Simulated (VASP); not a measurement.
Runs of VASP 6.6.1 on ZnAu. Symmetry: Pm-3m, No. 221, cubic system. Conventional cell: a = 3.147 Å, b = 3.147 Å, c = 3.147 Å, α = 90.00°, β = 90.00°, γ = 90.00°. Around Au (site symmetry m-3m) lie 8 Zn at 2.73 Å. Zn (site symmetry m-3m) is surrounded by 8 Au at 2.73 Å. 

| task | level | potentials or basis | spin | U | cell | k mesh | cutoff (eV) | smearing | optimiser | LDAUTYPE | hund's J | atoms held fixed (from 0) | other keys | gap on the mesh (eV) | pressure (GPa) |
| --- | --- | --- | --- | --- | --- | --- | --- | --- | --- | --- | --- | --- | --- | --- | --- |
| band structure | r2SCAN+D3(BJ) | VASP PAW PBE potentials, release 64 (Au, Zn) | SOC, no magnetisation | - | as given | 6 × 6 × 6 | 500 | methfessel-paxton 0.1 eV | - | - | - | - | - | - | -2.9 |
| electric field gradients | vdW-DF | VASP PAW PBE potentials, release 54 (Au, Zn) | off | - | as given | 8 × 8 × 8 | 520 | methfessel-paxton 0.1 eV | - | - | - | - | ALGO = VeryFast | none | 12.6 |
| single point | LDA | VASP PAW LDA potentials, release 64 (Au, Zn) | off | - | as given | 8 × 8 × 8 | 500 | gaussian 0.05 eV | - | - | - | - | - | none | (a) |
| relaxation of cell and atoms | optB88-vdW | VASP PAW PBE potentials, release 64 (Au, Zn) | off | - | relaxed | 8 × 8 × 8 | 600 | methfessel-paxton 0.2 eV | vasp | - | - | - | - | none | 0.0 |
| relaxation of the atoms | PBE+TS+U | VASP PAW PBE potentials, release 64 (Au, Zn) | off | Au d U = 6.2 eV, J = 0.5 eV | atoms relaxed from: cell strained at random at fixed volume | 8 × 8 × 8 | 520 | methfessel-paxton 0.1 eV | - | 2 | 0.5 | [0] | - | none | -2.6 |

**Question.** Estimate the missing entries.

**Answer.** (a) -5.9.

Caveats: the PAW data sets were made with another functional, which shifts forces and pressure a little (some runs); the relaxation stopped at its first step, so nothing moved (some runs); atom-pairwise D2, TS and ULG terms overbind metals (some runs); U without spin polarisation on a metal has little footing (some runs); pairwise dispersion overbinds metals, which lowers pressure and volume (some runs); the U is typed as a test and isn't derived for this compound (some runs).

A k mesh can miss the band edges, and rows without SOC leave out spin-orbit coupling on Au.

A gap of «none» marks a metal or a gap under the smearing width.
